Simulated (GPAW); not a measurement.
Crystal: MnO2.

```xyz
3
Lattice="2.8566 0.0000 0.0000 -1.4283 2.4739 0.0000 0.0000 0.0000 4.6014" Properties=species:S:1:pos:R:3 pbc="T T T"
Mn    0.0000    0.0000    2.3007
O     0.0000    1.6492    3.2499
O     1.4283    0.8246    1.3515
```

Measurements of this composition are mostly on another form, of space group No. 136.

Base run:

* Program: GPAW 26.7.0
* Functional: BLYP
* Dispersion: D3(BJ)
* Potentials or basis: PAW data sets generated in the run's folder for this functional
* Cutoff: 800 eV
* Basis: pw
* k mesh: 11 × 11 × 6
* Occupations: gaussian, width 0.1 eV
* Spin: collinear spin, ferromagnetic start
* Starting moments: [4.0, 0.0, 0.0] μB

Its results: band gap on the k mesh 0.73 eV, indirect (least direct gap 0.77 eV); pressure 5.6 GPa; net moment 3.00 μB per cell; site moments Mn +2.78; O +0.05 μB; largest force 0.456 eV/Å.

Task: The run is repeated on the same cell with these changes: functional from BLYP to PBEsol; dispersion from D3(BJ) to none. What comes out?

Result: Band gap on the k mesh 0.71 eV, indirect (least direct gap 0.76 eV); pressure 0.9 GPa; net moment 3.00 μB per cell; site moments Mn +2.81; O +0.04 μB; largest force 0.066 eV/Å.

Several settings changed at once, so the effect can't be laid on one alone.

Caveats: an odd mesh through Γ misses points on the zone boundary, where band edges often lie; a cell with one magnetic atom can't hold antiferromagnetic order, which such compounds often take.

Not every run made on this cell is shown here.
